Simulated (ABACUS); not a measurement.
# Sr (Fm-3m) in ABACUS: a series of runs

One crystal, Sr, is run at these levels: PBE; tasks: single point.

Everything below comes from runs of ABACUS 3.10.1. Logs are shortened: lines on timing, memory, paths and dates and some standing lists are left out, and cuts for length are marked.

### Step 1. The crystal as given

The structure is cubic, space group Fm-3m (No. 225). The conventional cell has a = 6.085 Å, b = 6.085 Å, c = 6.085 Å, α = 90.00°, β = 90.00°, γ = 90.00°. Sr (site symmetry m-3m) is surrounded by 12 Sr at 4.30 Å.

### Step 2. Single point, PBE

Input file INPUT:

```
INPUT_PARAMETERS
suffix              Sr
calculation         scf
basis_type          lcao
pseudo_dir          ./
orbital_dir         ./
latname             fcc
symmetry            1
dft_functional      pbe
ecutwfc             100
pseudo_rcut         7
nspin               1
nbands              15
ks_solver           genelpa
smearing_method     fd
smearing_sigma      0.00367493
scf_thr             1e-07
scf_nmax            100
mixing_type         broyden
mixing_beta         0.7
cal_force           1
cal_stress          1
out_mul             1
out_chg             1
```

Input file STRU:

```
ATOMIC_SPECIES
Sr 87.6200 Sr.upf

NUMERICAL_ORBITAL
Sr_confined-atom_9au_4s3p3d1f.orb

LATTICE_CONSTANT
11.4984165505

ATOMIC_POSITIONS
Direct

Sr
0.0
1
0.0000000000 0.0000000000 0.0000000000 1 1 1
```

Input file KPT:

```
K_POINTS
0
Gamma
6 6 6 0 0 0
```

Potentials or basis: PseudoDojo NC SR 0.4.1 PBE standard, TZDP LCAO (the cutoffs set its grid).

Command:

```
OMP_NUM_THREADS=1 mpirun -np 4 abacus > log
```

running log:

```text
ABACUS v3.10.1

               Atomic-orbital Based Ab-initio Computation at UStc

 ------------------------------------------------------------------------------------

 READING GENERAL INFORMATION
                           global_out_dir = OUT.Sr/
                           global_in_card = INPUT
                               pseudo_dir = ./
                              orbital_dir = ./
                                    DSIZE = 4
                                    GSIZE = 1

 READING UNITCELL INFORMATION
                                    ntype = 1
                  lattice constant (Bohr) = 11.4984
              lattice constant (Angstrom) = 6.0847

 READING ATOM TYPE 1
                               atom label = Sr
                      L=0, number of zeta = 4
                      L=1, number of zeta = 3
                      L=2, number of zeta = 3
                      L=3, number of zeta = 1
             number of atom for this type = 1

                        TOTAL ATOM NUMBER = 1
DIRECT COORDINATES
    atom                   x                   y                   z     mag                  vx                  vy                  vz
taud_Sr1            0.0000000000        0.0000000000        0.0000000000  0.0000        0.0000000000        0.0000000000        0.0000000000

                          Volume (Bohr^3) = 380.062
                             Volume (A^3) = 56.3193

 Lattice vectors: (Cartesian coordinate: in unit of a_0)
                 -0.5                  +0                +0.5
                   +0                +0.5                +0.5
                 -0.5                +0.5                  +0
 Reciprocal vectors: (Cartesian coordinate: in unit of 2 pi/a_0)
                   -1                  -1                  +1
                   +1                  +1                  +1
                   -1                  +1                  -1
 The esolver type has been set to : ksdft_lcao

                PAO radial cut off (Bohr) = 7

 Read in pseudopotential file is Sr.upf
                     pseudopotential type = NC
          exchange-correlation functional = PBE
                 nonlocal core correction = 1
                        valence electrons = 10
                                     lmax = 2
                           number of zeta = 3
                     number of projectors = 6
                           L of projector = 0
                           L of projector = 0
                           L of projector = 1
                           L of projector = 1
                           L of projector = 2
                           L of projector = 2
     initial pseudo atomic orbital number = 5

 SETUP THE ELECTRONS NUMBER
            electron number of element Sr = 10
      total electron number of element Sr = 10
            AUTOSET number of electrons:  = 10
                           occupied bands = 5
                                   NLOCAL = 35
                                   NBANDS = 15
                                   NBANDS = 15
                                   NLOCAL = 35

%%%%%%%%%%%%%%%%%%%%%%%%%%%%%%%%%%%%%%%%%%%%%%%%%%%%%%%%%%%%%%%%%%%%%%%%%%%%%%%%%%%%%%%%%%%%%%%%%%%%%%%%%%
 Warning: the number of valence electrons in pseudopotential > 2 for Sr: [Kr] 5s2
 Pseudopotentials with additional electrons can yield (more) accurate outcomes, but may be less efficient.
 If you're confident that your chosen pseudopotential is appropriate, you can safely ignore this warning.
%%%%%%%%%%%%%%%%%%%%%%%%%%%%%%%%%%%%%%%%%%%%%%%%%%%%%%%%%%%%%%%%%%%%%%%%%%%%%%%%%%%%%%%%%%%%%%%%%%%%%%%%%%

 SETUP THE PLANE WAVE BASIS
 energy cutoff for charge/potential (unit:Ry) = 400
            fft grid for charge/potential = [ 54, 54, 54 ]
                        fft grid division = [ 2, 2, 2 ]
        big fft grid for charge/potential = [ 27, 27, 27 ]
                                     nbxx = 5103
                                     nrxx = 40824

 SETUP PLANE WAVES FOR CHARGE/POTENTIAL
                    number of plane waves = 51445
                         number of sticks = 1813

 PARALLEL PW FOR CHARGE/POTENTIAL
     PROC   COLUMNS(POT)             PW
        1            454          12864
[... 52 lines left out ...]
                     BRAVAIS LATTICE NAME = 02. Cubic I (body-centered)
                                    ibrav = 2
                       right hand lattice = 1
(for k-lattice: )
                             BRAVAIS TYPE = 2
                     BRAVAIS LATTICE NAME = 02. Cubic I (body-centered)
                                    ibrav = 2
                       right hand lattice = 1
                        ROTATION MATRICES = 48
                               nkstot_ibz = 16
K-POINTS REDUCTION ACCORDING TO SYMMETRY
     IBZ    DIRECT_X    DIRECT_Y    DIRECT_Z  WEIGHT  ibz2bz
       1  0.00000000  0.00000000  0.00000000  0.0046       0
       2  0.16666667  0.16666667  0.16666667  0.0370       1
       3  0.33333333  0.33333333  0.33333333  0.0370       2
       4  0.50000000  0.50000000  0.50000000  0.0185       3
       5  0.16666667  0.16666667  0.00000000  0.0278       7
       6  0.33333333  0.33333333  0.16666667  0.1111       8
[... 8 lines left out ...]
      15  0.50000000  0.33333333 -0.33333333  0.1111      52
      16  0.50000000  0.33333333 -0.16666667  0.0556      58

                               nkstot now = 16
[... K-POINTS DIRECT COORDINATES: 16 rows ...]

           k-point number in this process = 16
       minimum distributed K point number = 16
[... stars of the k points ...]

[... K-POINTS CARTESIAN COORDINATES: 16 rows ...]

[... K-POINTS DIRECT COORDINATES: 16 rows ...]

 SETUP PLANE WAVES FOR WAVE FUNCTIONS
     energy cutoff for wavefunc (unit:Ry) = 100
              fft grid for wave functions = [ 54, 54, 54 ]
                    number of plane waves = 7799
                         number of sticks = 511

 PARALLEL PW FOR WAVE FUNCTIONS
     PROC   COLUMNS(POT)             PW
        1            128           1950
        2            128           1951
        3            128           1951
        4            127           1947
 --------------- sum -------------------
        4            511           7799

 SET NONLOCAL PSEUDOPOTENTIAL PROJECTORS
 max number of nonlocal projetors among all species is 6

 -------------------------------------------
 SELF-CONSISTENT
 -------------------------------------------

 SETUP SEARCHING RADIUS FOR PROGRAM TO SEARCH ADJACENT ATOMS
                  longest orb rcut (Bohr) = 9
   longest nonlocal projector rcut (Bohr) = 1.7
                     search radius (Bohr) = 21.4
              searching radius is (Bohr)) = 21.4
         searching radius unit is (Bohr)) = 11.5
                         PeriodicBoundary = 1
                        Radius(unit:lat0) = 1.86
                                   glayer = [ 5, 5, 5 ]
                             glayer_minus = [ 4, 4, 4 ]

Find the coordinate range of the input atom(unit:lat0).
                                  min_tau = [ -4, -4, -4 ]
                                  max_tau = [ 4, 4, 4 ]
                                BoxNumber = [ 9, 9, 9 ]

 SETUP EXTENDED REAL SPACE GRID FOR GRID INTEGRATION
                          real space grid = [ 54, 54, 54 ]
                 big cell numbers in grid = [ 27, 27, 27 ]
             meshcell numbers in big cell = [ 2, 2, 2 ]
                        extended fft grid = [ 37, 37, 37 ]
                dimension of extened grid = [ 102, 102, 102 ]
                            UnitCellTotal = 125
              Atom number in sub-FFT-grid = 1
    Local orbitals number in sub-FFT-grid = 35
                                ParaV.nnr = 17820
                                 init_chg = atomic

 LCAO ALGORITHM --------------- ION=   1  ELEC=   1--------------------------------

 Density error is 0.0254600738273
----------------------------------------------------------
     Energy           Rydberg                 eV
----------------------------------------------------------
 E_KohnSham     -68.4643306950       -931.5050072078
 E_Harris       -68.8501602591       -936.7544877374
 E_Fermi        0.3699613159         5.0335819358
----------------------------------------------------------
[... 58 lines left out ...]
 Density error is 7.8960403723e-08
----------------------------------------------------------
     Energy           Rydberg                 eV
----------------------------------------------------------
 E_KohnSham     -68.4648432930       -931.5119814616
 E_KS(sigma->0) -68.4641218646       -931.5021659249
 E_Harris       -68.4648432956       -931.5119814972
 E_band         -10.1149508205       -137.6209661481
 E_one_elec     -26.0045477964       -353.8100239446
 E_Hartree      14.0324628494        190.9214517257
 E_xc           -16.6174593459       -226.0921333870
 E_Ewald        -39.8738561434       -542.5116447824
 E_entropy(-TS) -0.0014428568        -0.0196310733
 E_descf        0.0000000000         0.0000000000
 E_exx          0.0000000000         0.0000000000
 E_Fermi        0.3652322966         4.9692403275
----------------------------------------------------------

 charge density convergence is achieved
 final etot is -931.51198146 eV
 EFERMI = 4.9692403275 eV

 STATE ENERGY(eV) AND OCCUPATIONS    NSPIN == 1
 1/16 kpoint (Cartesian) = 0.0000 0.0000 0.0000 (1587 pws)
       1       -31.6716     0.00925926
       2       -13.5602     0.00925926
       3       -13.5602     0.00925926
       4       -13.5602     0.00925926
       5        1.37291     0.00925926
       6        7.30403    4.86276e-23
       7        7.30403    4.86276e-23
       8        7.30403    4.86276e-23
       9        8.74027    1.62870e-35
      10        8.74027    1.62870e-35
      11        11.9938    8.95997e-64
      12        14.0573    1.06857e-81
      13        14.0573    1.06857e-81
      14        14.0573    1.06857e-81
      15        19.3624        0.00000
[... 71 lines left out ...]
       2       -13.6705       0.222222
       3       -13.5917       0.222222
       4       -13.5912       0.222222
       5        2.82499       0.222222
       6        5.95348    6.27742e-10
       7        6.94038    1.68140e-18
       8        7.70848    3.58128e-25
       9        8.38251    5.00585e-31
      10        9.33977    2.42579e-39
      11        11.8612    3.05029e-61
      12        13.6207    1.59041e-76
      13        13.7884    5.55495e-78
      14        14.9061    1.08731e-87
      15        16.0249        0.00000

[... levels at 10 further k points ...]

 correction force for each atom along direction 1 is 4.41740e-14
 correction force for each atom along direction 2 is 2.52843e-14
 correction force for each atom along direction 3 is 7.34998e-14
------------------------------------------------------------------------------------------
 TOTAL-FORCE (eV/Angstrom)
------------------------------------------------------------------------------------------
                       Sr1         0.0000000000         0.0000000000         0.0000000000
------------------------------------------------------------------------------------------

----------------------------------------------------------------
 TOTAL-STRESS (KBAR)
----------------------------------------------------------------
        -2.3025387694         0.0000000000        -0.0000000000
         0.0000000000        -2.3025387694         0.0000000000
        -0.0000000000         0.0000000000        -2.3025387694
----------------------------------------------------------------
 TOTAL-PRESSURE: -2.302539 KBAR

 --------------------------------------------
 !FINAL_ETOT_IS -931.5119814615671885 eV
 --------------------------------------------
```

It took 9.8 s on 4 MPI ranks of AMD EPYC 7R43 (Zen 3), shared host; peak memory 0.48 GiB.

What came out:

```yaml
Free_energy: -931.5120 eV
Pressure: -0.2 GPa
```

Levels at points of the mesh, in eV from the Fermi level:
```
           k point  band 1  band 2  band 3  band 4  band 5  band 6  band 7  band 8  band 9  band 10
(0.00, 0.00, 0.00)  -36.64  -18.53  -18.53  -18.53   -3.60    2.33    2.33    2.33    3.77     3.77
(0.50, 0.50, 0.50)  -36.63  -18.71  -18.55  -18.55   -1.10    0.04    2.18    2.18    4.78     4.78
(0.50, 0.50, 0.00)  -36.62  -18.70  -18.60  -18.60   -0.61    0.38    1.00    4.78    5.08     5.08
```

Caveat: the atomic orbitals were generated for these runs and aren't a published set; the basis of atomic orbitals isn't converged, which shifts pressures, moduli and gaps.

### Step 3. Single point, PBE

Input file INPUT:

```
INPUT_PARAMETERS
suffix              Sr
calculation         scf
basis_type          pw
pseudo_dir          ./
latname             fcc
symmetry            1
dft_functional      pbe
ecutwfc             68
pseudo_rcut         7
nspin               1
nbands              15
ks_solver           dav
smearing_method     fd
smearing_sigma      0.00367493
scf_thr             1e-08
scf_nmax            100
mixing_type         broyden
mixing_beta         0.7
cal_force           1
cal_stress          1
out_chg             1
out_pot             2
out_elf             1
```

STRU, as its differences from that of step 2:

```diff
@@ -2,5 +2,2 @@
 Sr 87.6200 Sr.upf
-
-NUMERICAL_ORBITAL
-Sr_confined-atom_9au_4s3p3d1f.orb
```

KPT is that of step 2.

Potentials or basis: PseudoDojo NC SR 0.4.1 PBE standard, plane waves.

Command:

```
OMP_NUM_THREADS=1 mpirun -np 4 abacus > log
```

Wall time 6.5 s (4 MPI ranks of AMD EPYC 7R43 (Zen 3), shared host); peak memory 0.36 GiB.

It converged, with:

- Free energy: -931.5284 eV
- Pressure: -0.3 GPa

Levels at points of the mesh, in eV from the Fermi level:
| k point | band 1 | band 2 | band 3 | band 4 | band 5 | band 6 | band 7 | band 8 | band 9 | band 10 |
| --- | --- | --- | --- | --- | --- | --- | --- | --- | --- | --- |
| (0.00, 0.00, 0.00) | -36.64 | -18.52 | -18.52 | -18.52 | -3.60 | 2.34 | 2.34 | 2.34 | 3.77 | 3.77 |
| (0.50, 0.50, 0.50) | -36.62 | -18.70 | -18.55 | -18.55 | -1.10 | 0.03 | 2.18 | 2.18 | 4.78 | 4.78 |
| (0.50, 0.50, 0.00) | -36.62 | -18.69 | -18.59 | -18.59 | -0.61 | 0.38 | 1.00 | 4.79 | 5.08 | 5.08 |
